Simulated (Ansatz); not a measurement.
# TiO2: response to strain

Aim: deform TiO2 (equal xx and yy strain of -3 %) and compute stress, forces and field gradients with LAPW, PAW and all-electron datasets made for the crystal.

Method: DFT PBE, scalar-relativistic, in Ansatz 0.2.0.

### Step 1. The structure to begin with

The structure is tetragonal, space group I4_1/amd (No. 141). Conventional cell: a = 3.785 Å, b = 3.785 Å, c = 9.514 Å, α = 90.00°, β = 90.00°, γ = 90.00°. Around Ti (site symmetry -4m2) lie 6 O at 1.94 to 1.97 Å. Around O (site symmetry 2mm) lie 3 Ti at 1.94 to 1.97 Å.

As a file:

```xyz
6
Lattice="-1.8925 1.8925 4.7570 1.8925 -1.8925 4.7570 1.8925 1.8925 -4.7570" Properties=species:S:1:pos:R:3 pbc="T T T"
Ti    0.0000    0.0000    0.0000
Ti    0.0000    1.8925    2.3785
O     0.0000    0.0000    1.9656
O     0.0000    1.8925    4.3441
O     0.0000    1.8925    0.4129
O     0.0000    0.0000    7.5484
```

Atoms are numbered in the order of the input: Ti1, Ti2, O3, O4, O5, O6.

### Step 2. The deformed structure

Space group I4_1/amd before, I4_1/amd after.

### Step 3. Full-potential LAPW

input.yaml

```yaml
crystal:
  lattice:
    - [-1.835725, 1.835725, 4.757]
    - [1.835725, -1.835725, 4.757]
    - [1.835725, 1.835725, -4.757]
  atoms:
    - { symbol: Ti, position: [0.0, 0.0, 0.0] }
    - { symbol: Ti, position: [0.75, 0.25, 0.5] }
    - { symbol: O, position: [0.2066, 0.2066, 0.0] }
    - { symbol: O, position: [0.9566, 0.4566, 0.5] }
    - { symbol: O, position: [0.5434, 0.0434, 0.5] }
    - { symbol: O, position: [0.7934, 0.7934, 0.0] }
kpoints:
  mp_grid: { grid: [13, 13, 13] }
  band_path:
    path:
      - [0.0, 0.0, 0.0]
      - [0.0, 0.0, 0.5]
      - [0.25, 0.25, 0.25]
      - [0.0, 0.5, 0.0]
      - [0.0, 0.0, 0.0]
      - [0.5, 0.5, -0.5]
      - [0.2872296498, 0.7127703502, -0.2872296498]
      - [-0.2872296498, 0.2872296498, 0.2872296498]
      - [0.0, 0.0, 0.0]
    npoints: 5
scf:
  occupations: { method: fermi_dirac, width: 0.08 }
hamiltonian:
  xc: pbe
  pseudopotentials: { kind: all_electron, lapw: { basis_error: 0.001 } }
output:
  forces: true
  stress: true
  eigenvalues: true
```

Command:

```bash
$ ansatz run input.yaml --threads 2 --pin off --max-ram 6144MiB --backend cpu --events-out ev --progress --plain --runs-dir out
```

### Step 4. PAW with frozen cores

input.yaml

```yaml
crystal:
  lattice:
    - [-1.835725, 1.835725, 4.757]
    - [1.835725, -1.835725, 4.757]
    - [1.835725, 1.835725, -4.757]
  atoms:
    - { symbol: Ti, position: [0.0, 0.0, 0.0] }
    - { symbol: Ti, position: [0.75, 0.25, 0.5] }
    - { symbol: O, position: [0.2066, 0.2066, 0.0] }
    - { symbol: O, position: [0.9566, 0.4566, 0.5] }
    - { symbol: O, position: [0.5434, 0.0434, 0.5] }
    - { symbol: O, position: [0.7934, 0.7934, 0.0] }
kpoints:
  mp_grid: { grid: [13, 13, 13] }
scf:
  occupations: { method: fermi_dirac, width: 0.08 }
hamiltonian:
  xc: pbe
  pseudopotentials: { kind: paw }
output:
  forces: true
  stress: true
  eigenvalues: true
  efg: { contact_densities: true }
```

### Step 5. All-electron PAW on datasets made for the crystal

Edit input.yaml of step 4 so:

```diff
@@ -18,3 +18,3 @@
   xc: pbe
-  pseudopotentials: { kind: paw }
+  pseudopotentials: { kind: all_electron, datasets: crystal }
 output:
```

(Steps that only read results are left out.)

**Question.** What will these runs give? Wanted: pressure; largest shear or deviatoric stress.

The runs gave:

| quantity | value |
| --- | --- |
| pressure | LAPW 21.59, PAW 21.60, crystal datasets 21.59 GPa |
| largest shear or deviatoric stress (LAPW) | 2.68 GPa |

What this shows: The largest part of the stress beyond the pressure is 2.68 GPa in size, in the zz component; the atoms are carried along and not relaxed. No run of the undeformed cell stands beside it, so the pressure holds what the given cell had before the change. PAW: stress within 0.03 GPa of LAPW, forces within 5 meV/Å. Crystal datasets: stress within 0.01 GPa of LAPW, forces within 1 meV/Å.
